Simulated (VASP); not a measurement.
Set up this calculation in VASP 6.6.1, as the native input.

- Task: single point
- Functional: PBEsol
- Potentials or basis: VASP PAW PBE potentials, release 64 (Zn)
- Cutoff: 520 eV
- k mesh: 22 × 22 × 22
- Occupations: gaussian, width 0.15 eV
- Spin: no spin polarisation
- Dipole correction: no
- Further INCAR settings: ALGO = Fast; EDIFF = 1e-06; NBANDS = 12

The structure of Zn lies in POSCAR:

```
Zn
1.0
    0.0000000000      1.8002463004      2.3403201905
    1.8002463004      0.0000000000      2.3403201905
    1.8002463004      1.8002463004      0.0000000000
Zn
1
Direct
    0.0000000000      0.0000000000      0.0000000000
```

This isn't the form of Zn at room conditions, which is hcp.

These files were run (other wordings do the same):

INCAR

```
SYSTEM = Zn
  PREC = Accurate
  ENCUT = 520
  EDIFF = 1E-6
  ISMEAR = 0
  SIGMA = 0.15
  LREAL = .False.
  LASPH = .True.
  NELM = 100
  ALGO = Fast
  ISIF = 2
  LWAVE = .False.
  LCHARG = .False.
  GGA = PS
  NBANDS = 12
```

KPOINTS

```
regular mesh
0
Gamma
  22 22 22
  0 0 0
```

Potentials or basis: VASP PAW PBE potentials, release 64 (Zn).

The run is started by

```console
$ cat potpaw_PBE.64/Zn/POTCAR > POTCAR
$ mpirun -np 1 vasp_std > vasp.out
```

Results of the run:

```json
{
  "Pressure": "-0.5 GPa",
  "Band gap on the k mesh": "none (metal or under the smearing width)"
}
```

Caveat: the PAW data sets were made with another functional, which shifts forces and pressure a little.

Run time: 5.5 min on 1 thread of AMD EPYC 7R43 64-Core Processor (Zen 3) (shared host), peak memory 0.21 GiB.
